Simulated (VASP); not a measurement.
# P (Imma) in VASP: notebook

One crystal, P, is run at these levels: r2SCAN, revTPSS, r2SCAN+rVV10, RPBE; tasks: relaxation of cell and atoms, single point.

Program: VASP 6.6.1. These are calculated values, not measurements. Logs are shortened: lines on timing, memory, paths and dates and some standing lists are left out, and cuts for length are marked.

### 1 Starting point

Symmetry: Imma, No. 74, orthorhombic system. Conventional cell: a = 3.383 Å, b = 5.030 Å, c = 3.718 Å, α = 90.00°, β = 90.00°, γ = 90.00°. P (site symmetry mm2) has 4 P at 2.24 to 2.55 Å as nearest neighbours.

This isn't the form of P at room conditions, which is orthorhombic.

### 2 Relaxation of cell and atoms, r2SCAN

Input file INCAR:

```
PREC = Accurate ; ENCUT = 600
EDIFF = 1E-6 ; ISMEAR = 0
SIGMA = 0.05 ; LREAL = False
LASPH = True ; NELM = 80
ALGO = Normal ; ISIF = 3
LWAVE = False ; LCHARG = False
METAGGA = R2SCAN ; LMIXTAU = True
IBRION = 2 ; NSW = 40
EDIFFG = -0.01
```

Input file KPOINTS:

```
Automatic mesh
0
Gamma
  11 11 11
```

Input file POSCAR:

```
P
1.0
   -1.6915100431      2.5151650373      1.8589441358
    1.6915100431     -2.5151650373      1.8589441358
    1.6915100431      2.5151650373     -1.8589441358
P
2
Direct
    0.6966908900      0.9466908900      0.7500000000
    0.3033091100      0.0533091100      0.2500000000
```

Potentials or basis: VASP PAW PBE potentials, release 64 (P).

On the command line:

```bash
> cat potpaw_PBE.64/P/POTCAR > POTCAR
> mpirun -np 1 vasp_std > vasp.out
```

OUTCAR:

```text
PREC = Accurate
   ENCUT = 600
   EDIFF = 1E-6
   ISMEAR = 0
   LREAL = False
   LASPH = True
   NELM = 80
   ISIF = 3
   METAGGA = R2SCAN
   IBRION = 2
   NSW = 40
   EDIFFG = -0.01

 ion  position               nearest neighbor table
   1  0.697  0.947  0.750-   2 2.24   2 2.24   2 2.55   2 2.55   2 2.82   2 2.82
   2  0.303  0.053  0.250-   1 2.24   1 2.24   1 2.55   1 2.55   1 2.82   1 2.82

  LATTYP: Found a body centered orthorhombic cell.
 ALAT       =     3.3830200862
 B/A-ratio  =     1.0989849829
 C/A-ratio  =     1.4869347348

  Lattice vectors:

 A1 = (   1.6915100431,  -2.5151650373,  -1.8589441358)
 A2 = (  -1.6915100431,  -2.5151650373,   1.8589441358)
 A3 = (  -1.6915100431,   2.5151650373,  -1.8589441358)

Analysis of symmetry for initial positions (statically):
=====================================================================
 Subroutine PRICEL returns:
 Original cell was already a primitive cell.

 Routine SETGRP: Setting up the symmetry group for a
 body centered orthorhombic supercell.

 Subroutine GETGRP returns: Found  8 space group operations
 (whereof  4 operations were pure point group operations)
 out of a pool of  8 trial point group operations.

The static configuration has the point symmetry C_2h.
 The point group associated with its full space group is D_2h.

Analysis of symmetry for dynamics (positions and initial velocities):
=====================================================================
 Subroutine PRICEL returns:
 Original cell was already a primitive cell.

 Routine SETGRP: Setting up the symmetry group for a
 body centered orthorhombic supercell.

 Subroutine GETGRP returns: Found  8 space group operations
 (whereof  4 operations were pure point group operations)
 out of a pool of  8 trial point group operations.

The dynamic configuration has the point symmetry C_2h.
 The point group associated with its full space group is D_2h.

 Subroutine INISYM returns: Found  8 space group operations
 (whereof  4 operations are pure point group operations),
 and found     1 'primitive' translations

----------------------------------------------------------------------------------------

                                     Primitive cell

  volume of cell :      31.6350

  direct lattice vectors                    reciprocal lattice vectors
    -1.691510043  2.515165037  1.858944136     0.000000000  0.198794112  0.268969890
     1.691510043 -2.515165037  1.858944136     0.295593870  0.000000000  0.268969890
     1.691510043  2.515165037 -1.858944136     0.295593870  0.198794112  0.000000000

  length of vectors
     3.555690466  3.555690466  3.555690466     0.334460612  0.399650520  0.356223013

  position of ions in fractional coordinates (direct lattice)
     0.696690890  0.946690890  0.750000000
     0.303309110  0.053309110  0.250000000

  ion indices of the primitive-cell ions
   primitive index   ion index
                 1           1
                 2           2

----------------------------------------------------------------------------------------

 KPOINTS: Automatic mesh

Automatic generation of k-mesh.
 Grid dimensions read from file:
 generate k-points for:   11   11   11

 Generating k-lattice:

  Cartesian coordinates                     Fractional coordinates (reciprocal lattice)
     0.000000000  0.018072192  0.024451808     0.090909091 -0.000000000  0.000000000
     0.026872170  0.000000000  0.024451808    -0.000000000  0.090909091  0.000000000
     0.026872170  0.018072192  0.000000000     0.000000000  0.000000000  0.090909091

  Length of vectors
     0.030405510  0.036331865  0.032383910

  Shift w.r.t. Gamma in fractional coordinates (k-lattice)
     0.000000000  0.000000000  0.000000000

 Subroutine IBZKPT returns following result:
 ===========================================

 Found    216 irreducible k-points:

 Following reciprocal coordinates:
            Coordinates               Weight
  0.000000  0.000000  0.000000      1.000000
  0.090909  0.000000 -0.000000      4.000000
  0.181818 -0.000000  0.000000      4.000000
  0.272727  0.000000  0.000000      4.000000
  0.363636  0.000000 -0.000000      4.000000
  0.454545  0.000000 -0.000000      4.000000
[... 16 lines left out ...]
  0.454545  0.181818  0.000000      8.000000
 -0.454545  0.181818 -0.000000      8.000000
 [... further k-points ...]
   k-points           NKPTS =    216   k-points in BZ     NKDIM =    216   number of bands    NBANDS=      9
   number of dos      NEDOS =    301   number of ions     NIONS =      2
   total plane-waves  NPLWV =  21952
   dimension x,y,z NGX =    28 NGY =   28 NGZ =   28
   dimension x,y,z NGXF=    56 NGYF=   56 NGZF=   56
   ions per type =               2
   NGX,Y,Z   is equivalent  to a cutoff of  13.09, 13.09, 13.09 a.u.
   NGXF,Y,Z  is equivalent  to a cutoff of  26.18, 26.18, 26.18 a.u.
 SYSTEM =  unknown system
   PREC   = accura    normal or accurate (medium, high low for compatibility)
   ISTART =      0    job   : 0-new  1-cont  2-samecut
   ICHARG =      2    charge: 1-file 2-atom 10-const
   ISPIN  =      1    spin polarized calculation?
   LNONCOLLINEAR =      F non collinear calculations
   LSORBIT =      F    spin-orbit coupling
   LASPH  =      T    aspherical Exc in radial PAW
   ENCUT  =  600.0 eV  44.10 Ry    6.64 a.u.   7.10  7.10  7.10*2*pi/ulx,y,z
   NELM   =     80;   NELMIN=  2; NELMDL= -5     # of ELM steps
   EDIFF  = 0.1E-05   stopping-criterion for ELM
   LREAL  =      F    real-space projection
   EDIFFG = -.1E-01   stopping-criterion for IOM
   NSW    =     40    number of steps for IOM
   IBRION =      2    ionic relax: 0-MD 1-quasi-New 2-CG
   NFREE  =      1    steps in history (QN), initial steepest desc. (CG)
   ISIF   =      3    stress and relaxation
   ISYM   =      2    0-nonsym 1-usesym 2-fastsym
   POTIM  = 0.5000    time-step for ionic-motion
   TEBEG  =    0.0;   TEEND  =   0.0 temperature during run
   PSTRESS=    0.0 pullay stress
   NELECT =      10.0000    total number of electrons
   NUPDOWN=      -1.0000    fix difference up-down
   EMIN   =  10.00;   EMAX   =-10.00  energy-range for DOS
   EFERMI =   0.00;   METHOD = LEGACY
   ISMEAR =     0;   SIGMA  =   0.05  broadening in eV -4-tet -1-fermi 0-gaus
   EFERMI_NEDOS =   21; number of points for ismear=-14 and -15
   IALGO  =     38    algorithm
   IMIX   =      4    mixing-type and parameters
     AMIX     =   0.40;   BMIX     =  1.00
     AMIX_MAG =   1.60;   BMIX_MAG =  1.00
  volume/ion in A,a.u.               =      15.82       106.74
  Fermi-wavevector in a.u.,A,eV,Ry     =   1.115199  2.107421 16.921141  1.243669
  Thomas-Fermi vector in A             =   2.251801
   LORBIT       =      0    0 simple, 1 ext, 2 COOP (PROOUT), +10 PAW based schemes
   METAGGA = R2SCAN    functional components
   LHFCALC =     F    Hartree Fock is set to
   AEXX    =    0.0000 exact exchange contribution
   IVDW    =     0    specifies the selected vdW correction
   LEPSILON=     F    determine dielectric tensor
   LRPA    =     F    only Hartree local field effects (RPA)
 conjugate gradient relaxation of ions
 non-spin polarized calculation
 Gauss-broadening in eV      SIGMA  =   0.05
  energy-cutoff  :      600.00
  volume of cell :       31.63
 maximum number of plane-waves:      1074
   NGX = 15   NGY = 15   NGZ = 15

--------------------------------------- Ionic step        1  -------------------------------------------

 number of electron       9.9999999 magnetization

 number of electron      10.0000000 magnetization

 Free energy of the ion-electron system (eV)
  ---------------------------------------------------
  ext. energy  EPLUGINS =         0.00000000
  ---------------------------------------------------
  free energy    TOTEN  =       -17.75701737 eV

  energy without entropy =      -17.75687989  energy(sigma->0) =      -17.75694863

------------------------ aborting loop because EDIFF is reached ----------------------------------------

  FORCE on cell =-STRESS in cart. coord.  units (eV):
  Direction    XX          YY          ZZ          XY          YZ          ZX
  --------------------------------------------------------------------------------------
  -------------------------------------------------------------------------------------
  Total        0.2380602      0.1969971      0.1760486      0.0000000      0.0000000      0.0000000
  in kB       12.0567408      9.9770684      8.9161183      0.0000000      0.0000000      0.0000000
  external PRESSURE =      10.3166425 kB  Pullay stress =       0.0000000 kB
[... 129 lines left out ...]
  energy  without entropy=      -17.7578258586  energy(sigma->0) =      -17.75789536

--------------------------------------- Ionic step        5  -------------------------------------------

 number of electron      10.0000000 magnetization

 Free energy of the ion-electron system (eV)
  ---------------------------------------------------
  ext. energy  EPLUGINS =         0.00000000
  ---------------------------------------------------
  free energy    TOTEN  =       -17.75799613 eV

  energy without entropy =      -17.75785645  energy(sigma->0) =      -17.75792629

 E-fermi :   8.9881     XC(G=0): -11.3621

 val. band max:        8.8996778118   @ k =  -0.4545   0.4545   0.0000
 cond. band min:       9.0115744742   @ k =   0.4545   0.2727   0.0909
 fundamental gap:      0.1118966624
 Fermi energy:         8.9880710600

 k-point     1 :       0.0000    0.0000    0.0000
  band No.  band energies     occupation
      1      -8.2964      2.00000
      2       5.5252      2.00000
      3       5.7670      2.00000
      4       5.7717      2.00000
      5       6.4855      2.00000
      6      10.4782      0.00000
      7      11.4777      0.00000
      8      13.2430      0.00000
      9      14.4156      0.00000
[... 265 lines left out ...]
 k-point    24 :      -0.4545    0.1818   -0.0000
  band No.  band energies     occupation
      1      -6.2243      2.00000
      2      -0.8280      2.00000
      3       2.8286      2.00000
      4       6.1573      2.00000
      5       7.5813      2.00000
      6       9.5902      0.00000
      7      11.1172      0.00000
      8      13.5067      0.00000
      9      15.5335      0.00000

 [... further k-points ...]

------------------------ aborting loop because EDIFF is reached ----------------------------------------

  FORCE on cell =-STRESS in cart. coord.  units (eV):
  Direction    XX          YY          ZZ          XY          YZ          ZX
  --------------------------------------------------------------------------------------
  -------------------------------------------------------------------------------------
  Total        0.0022701     -0.0125321      0.0147332      0.0000000     -0.0000000      0.0000000
  in kB        0.1139615     -0.6291202      0.7396181      0.0000000     -0.0000000      0.0000000
  external PRESSURE =       0.0748198 kB  Pullay stress =       0.0000000 kB
[... 17 lines left out ...]
  FREE ENERGIE OF THE ION-ELECTRON SYSTEM (eV)
  ---------------------------------------------------
  free  energy   TOTEN  =       -17.7579961285 eV

  energy  without entropy=      -17.7578564522  energy(sigma->0) =      -17.75792629

 reached required accuracy - stopping structural energy minimisation
```

Wall time 15 min (1 thread of Intel Xeon Platinum 8375C at 2.90GHz (Ice Lake), shared host); peak memory 0.21 GiB.

Results:

| Property | Result |
| --- | --- |
| Free energy | -17.7580 eV |
| Relaxed volume | 15.96 Å³/atom |
| Relaxed cell | a = 3.567 Å, b = 3.567 Å, c = 3.567 Å, α = 123.18°, β = 89.90°, γ = 117.03° |
| Space group after relaxing (to 0.05 Å) | Imma (No. 74) |
| Energy gained by relaxing | 0.5 meV/atom |
| Ionic steps | 5 |
| Pressure after relaxing | 0.0 GPa |
| Largest force after relaxing | 0.005 eV/Å |
| Band gap on the k mesh | none (metal or under the smearing width) |

Forces on the atoms (eV/Å):
```
P    0.000  0.000 -0.005
P    0.000  0.000  0.005
```

Step by step:
| step | energy change (eV) | largest force (eV/Å) | pressure (GPa) | volume (Å³) |
| --- | --- | --- | --- | --- |
| 1 | 0.0000 | 0.0780 | 1.03 | 31.63 |
| 2 | -0.0002 | 0.0976 | -0.78 | 32.10 |
| 3 | -0.0009 | 0.0165 | 0.05 | 31.88 |
| 4 | -0.0009 | 0.0185 | 0.04 | 31.89 |
| 5 | -0.0010 | 0.0054 | 0.01 | 31.92 |

Final structure:
```
CELL_PARAMETERS angstrom
-1.69702 2.52418 1.86266
1.69702 -2.52418 1.86266
1.69702 2.52418 -1.86266
ATOMIC_POSITIONS crystal
P 0.69705 0.94705 0.75000
P 0.30295 0.05295 0.25000
```

Caveat: the PAW data sets were made with another functional, which shifts forces and pressure a little.

### 3 Relaxation of cell and atoms, revTPSS

Input file INCAR:

```
SYSTEM = P
PREC = Accurate
ENCUT = 600
EDIFF = 1E-6
ISMEAR = 0
SIGMA = 0.05
LREAL = .False.
LASPH = .True.
NELM = 100
ALGO = Normal
ISIF = 3
LWAVE = .False.
LCHARG = .False.
METAGGA = RTPSS
LMIXTAU = .True.
IBRION = 2
NSW = 40
EDIFFG = -0.02
```

Input file KPOINTS:

```
Automatic mesh
0
Gamma
  11 11 11
  0 0 0
```

POSCAR is that of step 2.

Potentials or basis: VASP PAW PBE potentials, release 64 (P).

On the command line:

```bash
> cat potpaw_PBE.64/P/POTCAR > POTCAR
> mpirun -np 1 vasp_std > vasp.out
```

Wall time 31 min (1 thread of Intel Xeon Platinum 8375C at 2.90GHz (Ice Lake), shared host); peak memory 0.21 GiB.

It converged, with:

| Property | Result |
| --- | --- |
| Free energy | -12.9989 eV |
| Relaxed volume | 15.65 Å³/atom |
| Relaxed cell | a = 3.543 Å, b = 3.543 Å, c = 3.543 Å, α = 122.75°, β = 89.88°, γ = 117.46° |
| Space group after relaxing (to 0.05 Å) | Imma (No. 74) |
| Energy gained by relaxing | 1.6 meV/atom |
| Ionic steps | 10 |
| Pressure after relaxing | 0.0 GPa |
| Band gap on the k mesh | none (metal or under the smearing width) |

Stress tensor (GPa, compression positive):
```
-0.03  0.00  0.00
 0.00 -0.10  0.00
 0.00  0.00  0.06
```

Step by step:
| step | energy change (eV) | largest force (eV/Å) | pressure (GPa) | volume (Å³) |
| --- | --- | --- | --- | --- |
| 1 | 0.0000 | 0.2042 | 0.42 | 31.63 |
| 2 | -0.0014 | 0.0256 | -0.87 | 31.83 |
| 3 | -0.0016 | 0.0413 | -0.49 | 31.77 |
| 4 | -0.0024 | 0.0189 | -0.27 | 31.60 |
| 5 | -0.0027 | 0.0130 | 0.03 | 31.38 |
| 6 | -0.0027 | 0.0069 | -0.02 | 31.43 |
| 7 | -0.0031 | 0.0057 | 0.05 | 31.32 |
| 8 | -0.0031 | 0.0063 | 0.12 | 31.23 |
| 9 | -0.0031 | 0.0066 | 0.09 | 31.26 |
| 10 | -0.0031 | 0.0014 | -0.02 | 31.30 |

Final structure:
```cif
data_structure
_symmetry_space_group_name_H-M 'P 1'
_symmetry_Int_Tables_number 1
_cell_length_a 3.5425
_cell_length_b 3.5425
_cell_length_c 3.5425
_cell_angle_alpha 122.746
_cell_angle_beta 89.878
_cell_angle_gamma 117.465
_cell_volume 31.30
loop_
_atom_site_label
_atom_site_type_symbol
_atom_site_fract_x
_atom_site_fract_y
_atom_site_fract_z
_atom_site_occupancy
P1 P 0.70148 0.95148 0.75000 1
P2 P 0.29852 0.04852 0.25000 1
```

Levels at points of the mesh, in eV from the Fermi level:
| k point | band 3 | band 4 | band 5 | band 6 | band 7 | band 8 |
| --- | --- | --- | --- | --- | --- | --- |
| (0.00, 0.00, 0.00) | -3.01 | -2.85 | -2.27 | 1.71 | 2.53 | 4.25 |

Caveat: the PAW data sets were made with another functional, which shifts forces and pressure a little.

### 4 Relaxation of cell and atoms, r2SCAN+rVV10

Input file INCAR:

```
PREC     = Accurate       # precision mode
ENCUT    = 600            # plane-wave cutoff, eV
EDIFF    = 1E-7           # SCF threshold, eV
ISMEAR   = 0              # smearing method
SIGMA    = 0.05           # smearing width, eV
LREAL    = False          # projectors in reciprocal space
LASPH    = True           # aspherical terms in the spheres
NELM     = 60             # most SCF steps
ALGO     = Normal         # electronic algorithm
ISIF     = 3              # what is computed and relaxed
LWAVE    = False          # write WAVECAR
LCHARG   = False          # write CHGCAR
METAGGA  = R2SCAN         # meta-GGA
LMIXTAU  = True         
LUSE_VDW = True         
IVDW_NL  = 2            
BPARAM   = 11.95        
CPARAM   = 0.0093       
IBRION   = 2              # ionic algorithm
NSW      = 40             # ionic steps
EDIFFG   = -0.01          # ionic threshold
```

Input file KPOINTS:

```
Automatic mesh
0
Gamma
  11 11 11
```

POSCAR is that of step 3.

On the command line:

```bash
> cat potpaw_PBE.64/P/POTCAR > POTCAR
> mpirun -np 1 vasp_std > vasp.out
```

It took 30 min on 1 thread of Intel Xeon Platinum 8375C at 2.90GHz (Ice Lake), shared host; peak memory 0.31 GiB.

It converged, with:

```yaml
Free_energy: -17.6564 eV
Relaxed_volume: 15.75 Å³/atom
Relaxed_cell: a = 3.550 Å, b = 3.550 Å, c = 3.550 Å, α = 122.91°, β = 89.89°, γ = 117.29°
Space_group_after_relaxing_to_0.05_Å: Imma (No. 74)
Energy_gained_by_relaxing: 0.5 meV/atom
Ionic_steps: 7
Pressure_after_relaxing: 0.0 GPa
Largest_force_after_relaxing: 0.005 eV/Å
Band_gap_on_the_k_mesh: none (metal or under the smearing width)
```

Forces in eV/Å, atoms in the order of the input:
```
P    0.000  0.000 -0.005
P    0.000  0.000  0.005
```

The path:
| step | energy change (eV) | largest force (eV/Å) | pressure (GPa) | volume (Å³) |
| --- | --- | --- | --- | --- |
| 1 | 0.0000 | 0.1086 | 0.36 | 31.63 |
| 2 | -0.0004 | 0.0281 | -0.59 | 31.80 |
| 3 | -0.0005 | 0.0195 | -0.26 | 31.74 |
| 4 | -0.0008 | 0.0112 | -0.17 | 31.66 |
| 5 | -0.0009 | 0.0019 | -0.01 | 31.54 |
| 6 | -0.0010 | 0.0063 | 0.03 | 31.47 |
| 7 | -0.0010 | 0.0052 | 0.02 | 31.50 |

Final structure:
```cif
data_structure
_symmetry_space_group_name_H-M 'P 1'
_symmetry_Int_Tables_number 1
_cell_length_a 3.5502
_cell_length_b 3.5502
_cell_length_c 3.5502
_cell_angle_alpha 122.910
_cell_angle_beta 89.892
_cell_angle_gamma 117.295
_cell_volume 31.50
loop_
_atom_site_label
_atom_site_type_symbol
_atom_site_fract_x
_atom_site_fract_y
_atom_site_fract_z
_atom_site_occupancy
P1 P 0.69915 0.94915 0.75000 1
P2 P 0.30085 0.05085 0.25000 1
```

Levels at points of the mesh, in eV from the Fermi level:
| k point | band 1 | band 2 | band 3 | band 4 | band 5 | band 6 | band 7 | band 8 | band 9 |
| --- | --- | --- | --- | --- | --- | --- | --- | --- | --- |
| (0.00, 0.00, 0.00) | -17.36 | -3.41 | -3.17 | -3.03 | -2.51 | 1.66 | 2.58 | 4.35 | 5.35 |

Caveat: the PAW data sets were made with another functional, which shifts forces and pressure a little.

### 5 Single point, RPBE

Input file INCAR:

```
SYSTEM = P
PREC = Accurate
ENCUT = 500
EDIFF = 1E-6
ISMEAR = 0
SIGMA = 0.1
LREAL = .False.
LASPH = .True.
NELM = 100
ALGO = Fast
ISIF = 2
LWAVE = .False.
LCHARG = .False.
GGA = RP
NBANDS = 12
```

Input file KPOINTS:

```
regular mesh
0
Gamma
  11 11 11
  0 0 0
```

POSCAR is that of step 4.

On the command line:

```bash
> cat potpaw_PBE.64/P/POTCAR > POTCAR
> mpirun -np 1 vasp_std > vasp.out
```

Run time: 75 s. Hardware: 1 thread of Intel Xeon Platinum 8375C at 2.90GHz (Ice Lake), shared host; peak memory 0.18 GiB.

It converged, with:

```yaml
Free_energy: -9.8855 eV
Pressure: 3.8 GPa
Largest_force: 0.339 eV/Å
Band_gap_on_the_k_mesh: none (metal or under the smearing width)
```

Forces in eV/Å, atoms in the order of the input:
```
P    0.000  0.000  0.339
P    0.000  0.000 -0.339
```

Stress tensor (GPa, compression positive):
```
4.67 0.00 0.00
0.00 2.78 0.00
0.00 0.00 3.86
```

Levels at points of the mesh, in eV from the Fermi level:
| k point | band 2 | band 3 | band 4 | band 5 | band 6 | band 7 | band 8 | band 9 |
| --- | --- | --- | --- | --- | --- | --- | --- | --- |
| (0.00, 0.00, 0.00) | -3.22 | -3.12 | -2.96 | -2.30 | 1.35 | 2.29 | 4.08 | 5.04 |

Caveat: the PAW data sets were made with another functional, which shifts forces and pressure a little.

[end of part 1 of 2]
